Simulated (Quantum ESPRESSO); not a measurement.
# FeO in Quantum ESPRESSO: convergence with k mesh

Input of the first run (k mesh 2 × 2 × 2); the others differ in this setting and in those tied to it:

The input pw.in:

```
&CONTROL
  calculation = 'scf'
  prefix = 'pwscf'
  outdir = './tmp'
  pseudo_dir = './pseudo'
  tprnfor = .true.
  tstress = .true.
  disk_io = 'nowf'
/
&SYSTEM
  ibrav = 0
  nat = 2
  ntyp = 2
  ecutwfc = 118
  nbnd = 21
  occupations = 'smearing'
  smearing = 'gaussian'
  degauss = 0.00999582
  nspin = 2
  starting_magnetization(1) = 0.1875
  starting_magnetization(2) = 0
/
&ELECTRONS
  conv_thr = 4d-10
  electron_maxstep = 120
  mixing_beta = 0.3
/
ATOMIC_SPECIES
Fe    55.8450 Fe.upf
O     15.9990 O.upf
CELL_PARAMETERS angstrom
   2.6124696300    0.0000000000    0.0000000000
   0.0000000000    2.6124696300    0.0000000000
   0.0000000000    0.0000000000    2.6124696300
ATOMIC_POSITIONS crystal
Fe     0.0000000000    0.0000000000    0.0000000000
O      0.5000000000    0.5000000000    0.5000000000
K_POINTS automatic
2 2 2 0 0 0
```

Potentials or basis: PseudoDojo 0.5 SR PBE stringent.

Run with:

```sh
$ OMP_NUM_THREADS=1 pw.x -in pw.in > pw.out
```

The cell comes from a database or a generator and needn't be the stable form of this composition.

Hardware: 1 thread of Arm Neoverse V1, with other jobs on the host.

```
      k mesh  energy less the tightest run, at zero smearing (meV/atom)  pressure (GPa)  absolute moment (μB)  SCF cycles  CPU time (s)  peak memory (GiB)
   2 × 2 × 2                                                     474.92          -10.11                  2.40          22            13               0.06
   3 × 3 × 3                                                     130.51            9.79                  4.00          12           7.2               0.06
   4 × 4 × 4                                                      60.82            9.30                  3.98          15            20               0.07
   6 × 6 × 6                                                      -9.25            8.20                  4.00          12            31               0.09
   8 × 8 × 8                                                       7.27            8.67                  4.00          12            56               0.11
   9 × 9 × 9                                                       1.16            8.49                  4.00          12            54               0.11
10 × 10 × 10                                                      -1.46            8.47                  4.00          12            87               0.15
12 × 12 × 12                                                       2.69            8.57                  4.00          12           130               0.19
14 × 14 × 14                                                       0.00            8.51                  4.00          12           190               0.25
```

Against the tightest run, the pressure stays within 0.1 GPa from 9 × 9 × 9 on; the absolute moment stays within 0.02 μB from 6 × 6 × 6 on. Not settled before the last step: the energy (to 1 meV/atom). Meshes of other sizes hit other points, so gaps and Fermi surfaces needn't settle smoothly. The tightest run that finished is the yardstick and may itself not be fully converged.

Caveat, for the tightest run too: a cell with one magnetic atom can't hold antiferromagnetic order, which such compounds often take; semilocal functionals often make such compounds metallic where correlation or magnetic order opens a gap, which also shifts bond lengths.
